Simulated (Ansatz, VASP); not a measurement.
# TiSe: VASP beside Ansatz

One calculation is typed for both programs; each brings its own data sets. How far apart do they land? The cell is taken from a series of runs on this material, whose earlier steps may have relaxed, scaled, displaced or heated it; both programs get it as it stands.

Program: Ansatz 0.2.0. Level of theory: plane waves, with VASP 6.6.1 beside it; relaxation of cell and atoms at r2SCAN with rVV10. Results are calculated unless marked as measured.

**1. The starting structure**

The structure is hexagonal, space group P6_3/mmc (No. 194). The conventional cell has a = 3.559 Å, b = 3.559 Å, c = 6.220 Å, α = 90.00°, β = 90.00°, γ = 120.00°. Nearest to Ti lie 6 Se at 2.58 Å. Nearest to Se lie 6 Ti at 2.58 Å. Farther neighbours and most contacts between anions are not listed.

**2. VASP: relaxation of cell and atoms, r2SCAN with rVV10**

The relaxed volume is the usual yardstick between codes: in a stiff, nearly cubic crystal its relative difference is about their pressure difference at one cell divided by the bulk modulus.

Lines of VASP's logs that name or quote its potential files are left out, and so is its time.

The input, INCAR:

```
SYSTEM = TiSe
PREC = Accurate
ENCUT = 550
EDIFF = 1E-07
NELM = 120
ISMEAR = 0
SIGMA = 0.1
LREAL = .FALSE.
ALGO = Normal
METAGGA = R2SCAN
LUSE_VDW = .TRUE.
IVDW_NL = 2
BPARAM = 11.95
CPARAM = 0.0093
LASPH = .TRUE.
NBANDS = 24
LORBIT = 11
LWAVE = .FALSE.
LCHARG = .FALSE.
ISIF = 3
IBRION = 2
NSW = 80
EDIFFG = -0.005
GGA_COMPAT = .FALSE.
NELMIN = 4
LMIXTAU = .TRUE.
KPAR = 2
```

The input, POSCAR:

```
TiSe
1.0
    3.5590000000      0.0000000000      0.0000000000
   -1.7795000000      3.0821840000      0.0000000000
    0.0000000000      0.0000000000      6.2200000000
Ti Se
2 2
Direct
    0.0000000000      0.0000000000      0.0000000000
    0.0000000000      0.0000000000      0.5000000000
    0.3333334415      0.6666668830      0.2500000000
    0.6666667207      0.3333334415      0.7500000000
```

The input, KPOINTS:

```
Automatic mesh
0
Gamma
12 12 6
0 0 0
```

Potentials, in the order of the species: Ti_sv and Se (PBE family, release 64).

On the command line:

```sh
> mpirun -np 2 vasp_std
```

Numbers of over 12 decimals in the logs are rounded to 6 here.

The program printed:

```text
[banner, memory and clock lines left out]
running    2 mpi-ranks, on    1 nodes
 distrk:  each k-point on    1 cores,    2 groups
 distr:  one band on    1 cores,    1 groups

 POSCAR found type information on POSCAR TiSe
 POSCAR found :  2 types and       4 ions
|                                                                             |
|               ----> ADVICE to this user running VASP <----                  |
|                                                                             |
|     You have switched on vdW-DFT.                                           |
|     This routine was written and supplied by Jiri Klimes. We recommend      |
|     that you carefully read and cite the following publications:            |
|       J. Klimes, D.R. Bowler, A. Michelides                                 |
|          J. Phys.: Cond Matt. 22 022201 (2010)                              |
|       J. Klimes, D.R. Bowler, A. Michelides                                 |
|          Phys. Rev. B. 83, 195131 (2011)                                    |
|     and references therein.                                                 |
|                                                                             |

|                                                                             |
|               ----> ADVICE to this user running VASP <----                  |
|                                                                             |
|     You enforced a specific xc type in the INCAR file but a different       |
|     [... a line on the potential file left out ...]
|     I HOPE YOU KNOW WHAT YOU ARE DOING!                                     |
|                                                                             |

 LDA part: xc-table for (None), standard interpolation
 POSCAR, INCAR and KPOINTS ok, starting setup
 FFT: planning ... GRIDC
 FFT: planning ... GRID_SOFT
 FFT: planning ... GRID
 WAVECAR not read
 entering main loop
       N       E                     dE             d eps       ncg     rms          rms(c)
Total rVV10 correction in eV:      0.7455506    38.7430639
Total rVV10 correction in eV:      0.7455506    38.7430639
DAV:   1     0.385541117097E+03    0.38554E+03   -0.18745E+04  3648   0.176E+03
DAV:   2    -0.196306572841E+02   -0.40517E+03   -0.39756E+03  3712   0.499E+02
DAV:   3    -0.657733039674E+02   -0.46143E+02   -0.45586E+02  6184   0.149E+02
DAV:   4    -0.690382479377E+02   -0.32649E+01   -0.32432E+01  5360   0.330E+01
DAV:   5    -0.691920183705E+02   -0.15377E+00   -0.15372E+00  5040   0.616E+00    0.169E+01
Total rVV10 correction in eV:      0.7211655    38.7430633
Total rVV10 correction in eV:      0.7211655    38.7430633
DAV:   6    -0.614535698819E+02    0.77384E+01   -0.26651E+01  5224   0.531E+01    0.445E+00
Total rVV10 correction in eV:      0.7228092    38.7430632
Total rVV10 correction in eV:      0.7228092    38.7430632
DAV:   7    -0.581468498623E+02    0.33067E+01   -0.19703E+00  4432   0.127E+01    0.276E+00
Total rVV10 correction in eV:      0.7290167    38.7430632
Total rVV10 correction in eV:      0.7290167    38.7430632
DAV:   8    -0.578456562976E+02    0.30119E+00   -0.12838E+00  4216   0.779E+00    0.101E+00
Total rVV10 correction in eV:      0.7294615    38.7430632
Total rVV10 correction in eV:      0.7294615    38.7430632
DAV:   9    -0.584714301820E+02   -0.62577E+00   -0.35507E-01  3872   0.531E+00    0.419E-01
Total rVV10 correction in eV:      0.7285394    38.7430632
Total rVV10 correction in eV:      0.7285394    38.7430632
DAV:  10    -0.584599933138E+02    0.11437E-01   -0.75627E-02  5224   0.173E+00    0.304E-01
Total rVV10 correction in eV:      0.7285052    38.7430632
Total rVV10 correction in eV:      0.7285052    38.7430632
DAV:  11    -0.584834167583E+02   -0.23423E-01   -0.25074E-02  4112   0.107E+00    0.130E-01
Total rVV10 correction in eV:      0.7283937    38.7430632
Total rVV10 correction in eV:      0.7283937    38.7430632
DAV:  12    -0.584828161522E+02    0.60061E-03   -0.19738E-03  5112   0.315E-01    0.103E-01
Total rVV10 correction in eV:      0.7282737    38.7430632
Total rVV10 correction in eV:      0.7282737    38.7430632
DAV:  13    -0.584837192370E+02   -0.90308E-03   -0.17424E-03  4328   0.326E-01    0.693E-02
Total rVV10 correction in eV:      0.7283310    38.7430632
Total rVV10 correction in eV:      0.7283310    38.7430632
DAV:  14    -0.584832891101E+02    0.43013E-03   -0.71987E-04  4144   0.241E-01    0.341E-02
Total rVV10 correction in eV:      0.7284543    38.7430632
Total rVV10 correction in eV:      0.7284543    38.7430632
DAV:  15    -0.584838833247E+02   -0.59421E-03   -0.25861E-04  4016   0.149E-01    0.198E-02
[...]
Total rVV10 correction in eV:      0.7157806    38.7430624
Total rVV10 correction in eV:      0.7157806    38.7430624
DAV:   9    -0.586787105189E+02    0.53005E-04   -0.48940E-05  3848   0.614E-02    0.832E-03
Total rVV10 correction in eV:      0.7157817    38.7430624
Total rVV10 correction in eV:      0.7157817    38.7430624
DAV:  10    -0.586788329107E+02   -0.12239E-03   -0.33035E-05  3856   0.509E-02    0.338E-03
Total rVV10 correction in eV:      0.7157827    38.7430624
Total rVV10 correction in eV:      0.7157827    38.7430624
DAV:  11    -0.586788070197E+02    0.25891E-04   -0.35409E-06  4640   0.152E-02    0.267E-03
[...]
Total rVV10 correction in eV:      0.7154391    38.7430624
DAV:   1    -0.587278481849E+02   -0.49030E-01   -0.12608E+00  4936   0.133E+01    0.179E+00
Total rVV10 correction in eV:      0.7195160    38.7430622
Total rVV10 correction in eV:      0.7195160    38.7430622
DAV:   2    -0.586871125398E+02    0.40736E-01   -0.26956E-01  4408   0.517E+00    0.531E-01
Total rVV10 correction in eV:      0.7202767    38.7430622
Total rVV10 correction in eV:      0.7202767    38.7430622
DAV:   3    -0.586829813656E+02    0.41312E-02   -0.24110E-02  4944   0.976E-01    0.171E-01
Total rVV10 correction in eV:      0.7206266    38.7430622
Total rVV10 correction in eV:      0.7206266    38.7430622
DAV:   4    -0.586819062373E+02    0.10751E-02   -0.55908E-03  6008   0.499E-01    0.927E-02
Total rVV10 correction in eV:      0.7207266    38.7430622
Total rVV10 correction in eV:      0.7207266    38.7430622
DAV:   5    -0.586832675307E+02   -0.13613E-02   -0.20408E-03  4360   0.273E-01    0.729E-02
Total rVV10 correction in eV:      0.7205773    38.7430622
Total rVV10 correction in eV:      0.7205773    38.7430622
DAV:   6    -0.586830820503E+02    0.18548E-03   -0.58017E-04  5504   0.164E-01    0.196E-02
Total rVV10 correction in eV:      0.7205822    38.7430622
Total rVV10 correction in eV:      0.7205822    38.7430622
DAV:   7    -0.586833049786E+02   -0.22293E-03   -0.14993E-04  5608   0.107E-01    0.158E-02
Total rVV10 correction in eV:      0.7205960    38.7430622
Total rVV10 correction in eV:      0.7205960    38.7430622
DAV:   8    -0.586831947916E+02    0.11019E-03   -0.23291E-05  4152   0.502E-02    0.685E-03
Total rVV10 correction in eV:      0.7206151    38.7430622
Total rVV10 correction in eV:      0.7206151    38.7430622
DAV:   9    -0.586832795168E+02   -0.84725E-04   -0.19088E-05  4688   0.403E-02    0.412E-03
Total rVV10 correction in eV:      0.7206153    38.7430622
Total rVV10 correction in eV:      0.7206153    38.7430622
DAV:  10    -0.586832441159E+02    0.35401E-04   -0.72936E-06  4064   0.242E-02    0.161E-03
Total rVV10 correction in eV:      0.7206144    38.7430622
Total rVV10 correction in eV:      0.7206144    38.7430622
DAV:  11    -0.586832447782E+02   -0.66225E-06   -0.36703E-07  4328   0.491E-03    0.665E-04
Total rVV10 correction in eV:      0.7206130    38.7430622
Total rVV10 correction in eV:      0.7206130    38.7430622
DAV:  12    -0.586832516926E+02   -0.69144E-05   -0.12671E-07  2296   0.364E-03    0.511E-04
Total rVV10 correction in eV:      0.7206127    38.7430622
Total rVV10 correction in eV:      0.7206127    38.7430622
DAV:  13    -0.586832517400E+02   -0.47352E-07   -0.45247E-08  1856   0.144E-03
Total rVV10 correction in eV:      0.7206104    38.7430622
Total rVV10 correction in eV:      0.7206104    38.7430622
Total rVV10 correction in eV:      0.7206117    38.7430622
Total rVV10 correction in eV:      0.7206117    38.7430622
   8 F= -.58683252E+02 E0= -.58676587E+02  d E =-.773610E-02
 curvature:  -0.27 expect dE=-0.766E-05 dE for cont linesearch -0.656E-10
 trial: gam=-0.00540 g(F)=  0.454E-41 g(S)=  0.289E-04 ort =-0.277E-05 (trialstep = 0.824E+00)
 search vector abs. value=  0.298E-04
 bond charge predicted
       N       E                     dE             d eps       ncg     rms          rms(c)
Total rVV10 correction in eV:      0.7206317    38.7430622
Total rVV10 correction in eV:      0.7206317    38.7430622
DAV:   1    -0.586833127134E+02   -0.61021E-04   -0.23936E-03  3920   0.588E-01    0.544E-02
Total rVV10 correction in eV:      0.7205280    38.7430622
Total rVV10 correction in eV:      0.7205280    38.7430622
DAV:   2    -0.586832793536E+02    0.33360E-04   -0.25940E-04  4392   0.149E-01    0.255E-02
Total rVV10 correction in eV:      0.7204829    38.7430622
Total rVV10 correction in eV:      0.7204829    38.7430622
DAV:   3    -0.586832503450E+02    0.29009E-04   -0.31464E-05  5160   0.403E-02    0.786E-03
Total rVV10 correction in eV:      0.7204811    38.7430622
Total rVV10 correction in eV:      0.7204811    38.7430622
DAV:   4    -0.586832759413E+02   -0.25596E-04   -0.13413E-05  4872   0.244E-02    0.278E-03
Total rVV10 correction in eV:      0.7204734    38.7430622
Total rVV10 correction in eV:      0.7204734    38.7430622
DAV:   5    -0.586832617515E+02    0.14190E-04   -0.43829E-06  4120   0.153E-02    0.236E-03
Total rVV10 correction in eV:      0.7204764    38.7430622
Total rVV10 correction in eV:      0.7204764    38.7430622
DAV:   6    -0.586832753692E+02   -0.13618E-04   -0.10381E-06  4400   0.910E-03    0.627E-04
Total rVV10 correction in eV:      0.7204765    38.7430622
Total rVV10 correction in eV:      0.7204765    38.7430622
DAV:   7    -0.586832652747E+02    0.10095E-04   -0.39855E-07  3128   0.612E-03    0.321E-04
Total rVV10 correction in eV:      0.7204764    38.7430622
Total rVV10 correction in eV:      0.7204764    38.7430622
DAV:   8    -0.586832722067E+02   -0.69320E-05   -0.11355E-07  2456   0.350E-03    0.202E-04
Total rVV10 correction in eV:      0.7204760    38.7430622
Total rVV10 correction in eV:      0.7204760    38.7430622
DAV:   9    -0.586832693055E+02    0.29011E-05   -0.15550E-08  1824   0.148E-03    0.722E-05
Total rVV10 correction in eV:      0.7204760    38.7430622
Total rVV10 correction in eV:      0.7204760    38.7430622
DAV:  10    -0.586832702221E+02   -0.91660E-06   -0.33339E-09  1824   0.590E-04    0.475E-05
Total rVV10 correction in eV:      0.7204758    38.7430622
Total rVV10 correction in eV:      0.7204758    38.7430622
DAV:  11    -0.586832694680E+02    0.75411E-06   -0.17076E-09  1824   0.416E-04    0.203E-05
Total rVV10 correction in eV:      0.7204758    38.7430622
Total rVV10 correction in eV:      0.7204758    38.7430622
DAV:  12    -0.586832697059E+02   -0.23788E-06   -0.49168E-10  1824   0.192E-04    0.790E-06
Total rVV10 correction in eV:      0.7204758    38.7430622
Total rVV10 correction in eV:      0.7204758    38.7430622
DAV:  13    -0.586832696315E+02    0.74422E-07   -0.18551E-10  1824   0.117E-04
Total rVV10 correction in eV:      0.7204758    38.7430622
Total rVV10 correction in eV:      0.7204758    38.7430622
Total rVV10 correction in eV:      0.7204758    38.7430622
Total rVV10 correction in eV:      0.7204758    38.7430622
   9 F= -.58683270E+02 E0= -.58676627E+02  d E =-.178915E-04
 trial-energy change:   -0.000018  1 .order   -0.000017   -0.000024   -0.000011
 step:   1.3101(harm=  1.5156)  dis= 0.00000  next Energy=   -58.683273 (dE=-0.212E-04)
 reached required accuracy - stopping structural energy minimisation
```

Parts of OUTCAR (step 2):

```text
ion  position               nearest neighbor table
   1  0.000  0.000  0.000-   4 2.58   3 2.58   3 2.58   4 2.58   4 2.58   3 2.58
   2  0.000  0.000  0.500-   4 2.58   3 2.58   3 2.58   4 2.58   4 2.58   3 2.58
   3  0.333  0.667  0.250-   1 2.58   2 2.58   1 2.58   2 2.58   1 2.58   2 2.58
   4  0.667  0.333  0.750-   1 2.58   2 2.58   1 2.58   2 2.58   1 2.58   2 2.58

  LATTYP: Found a hexagonal cell.
 ALAT       =     3.5590000000
 C/A-ratio  =     1.7476819331

 Subroutine GETGRP returns: Found 24 space group operations
 (whereof 12 operations were pure point group operations)

The static configuration has the point symmetry D_3d.
 The point group associated with its full space group is D_6h.

 Found     76 irreducible k-points:

   k-points           NKPTS =     76   k-points in BZ     NKDIM =     76   number of bands    NBANDS=     24

   dimension x,y,z NGX =    28 NGY =   28 NGZ =   48
   dimension x,y,z NGXF=    56 NGYF=   56 NGZF=   96

   ENCUT  =  550.0 eV  40.42 Ry    6.36 a.u.   6.81  6.81 11.89*2*pi/ulx,y,z

   NELECT =      36.0000    total number of electrons

 k-points in reciprocal lattice and weights: Automatic mesh
   0.00000000  0.00000000  0.00000000       0.001
   0.08333333 -0.00000000  0.00000000       0.007
   0.16666667 -0.00000000  0.00000000       0.007
   0.25000000 -0.00000000  0.00000000       0.007
   0.33333333 -0.00000000  0.00000000       0.007
   0.41666667 -0.00000000  0.00000000       0.007
   0.50000000 -0.00000000  0.00000000       0.003
   0.08333333  0.08333333  0.00000000       0.007
   0.16666667  0.08333333  0.00000000       0.014
[...]
0.33333333  0.25000000  0.50000000       0.014
   0.33333333  0.33333333  0.50000000       0.002

 average (electrostatic) potential at core
       1 -77.2676       2 -77.2676       3 -55.0756       4 -55.0756

 E-fermi :   8.7922

 k-point     1 :       0.0000    0.0000    0.0000
  band No.  band energies     occupation
    ...
     17       7.5311      2.00000
     18       8.5874      1.99624
     19       8.5874      1.99624
     20       8.7615      1.33625
     21       8.7615      1.33624
     22       9.8953      0.00000
     23       9.8953      0.00000
     24      10.2951      0.00000

 k-point     2 :       0.0833   -0.0000    0.0000
  band No.  band energies     occupation
    ...
     15       6.4730      2.00000
     16       7.0744      2.00000
     17       7.1582      2.00000
     18       8.6744      1.90444
     19       8.7107      1.75128
     20       8.9683      0.01280
     21       9.1421      0.00000
     22       9.8739      0.00000
     23       9.9633      0.00000
     24      10.3170      0.00000

 k-point     3 :       0.1667   -0.0000    0.0000
  band No.  band energies     occupation
    ...
     14       5.1305      2.00000
     15       5.1384      2.00000
     16       6.5880      2.00000
     17       7.1095      2.00000
     18       8.7925      0.99727
     19       8.9194      0.07207
     20       9.1693      0.00000
     21       9.7089      0.00000
     22       9.8234      0.00000
     23      10.2893      0.00000
    ...

  Total       -0.0131864     -0.0131864      0.0119125      0.0000000      0.0000000      0.0000000
  in kB       -0.3097787     -0.3097786      0.2798508      0.0000000      0.0000000      0.0000000
  external PRESSURE =      -0.1132355 kB  Pullay stress =       0.0000000 kB

  energy-cutoff  :      550.00
  volume of cell :       68.20
      direct lattice vectors                 reciprocal lattice vectors
     3.415519751 -0.000000000  0.000000000     0.292781208  0.169037330 -0.000000000
    -1.707759875  2.957926509 -0.000000000     0.000000000  0.338074660 -0.000000000
    -0.000000000  0.000000000  6.750587343     0.000000000  0.000000000  0.148135258

 POSITION                                       TOTAL-FORCE (eV/Angst)
 -----------------------------------------------------------------------------------
      0.00000      0.00000      0.00000        -0.000000      0.000000      0.000000
      0.00000      0.00000      3.37529         0.000000      0.000000      0.000000
      0.00000      1.97195      1.68765         0.000000      0.000000     -0.000000
      1.70776      0.98598      5.06294        -0.000000     -0.000000      0.000000
 -----------------------------------------------------------------------------------
    total drift:                                0.000000     -0.000275      0.000000

  FREE ENERGIE OF THE ION-ELECTRON SYSTEM (eV)
  ---------------------------------------------------
  free  energy   TOTEN  =       -58.6832696315 eV

  energy  without entropy=      -58.6699836667  energy(sigma->0) =      -58.67662665

 reached required accuracy - stopping structural energy minimisation

 total charge
# of ion       s       p       d       tot
------------------------------------------
    1        2.137   6.111   1.976  10.224
    2        2.137   6.111   1.976  10.224
    3        1.429   2.519   0.084   4.032
    4        1.429   2.519   0.084   4.032
--------------------------------------------------
tot          7.131  17.260   4.121  28.512

[... 3 further parts left out ...]
```

(Continued in part 2 of 2.)

[Lines on the potential files, build, host, timing and source positions are cut from VASP's logs without a mark.]

[Logs are printed without paths, hosts, clocks, repeated set-up lines and the standing remarks that a program may print on its own settings, such as how far it seeks lower states.]

[Hosts, paths, dates, database ids (printed as entryN), source tags and the programs' standing remarks are cut or masked in the printed files.]
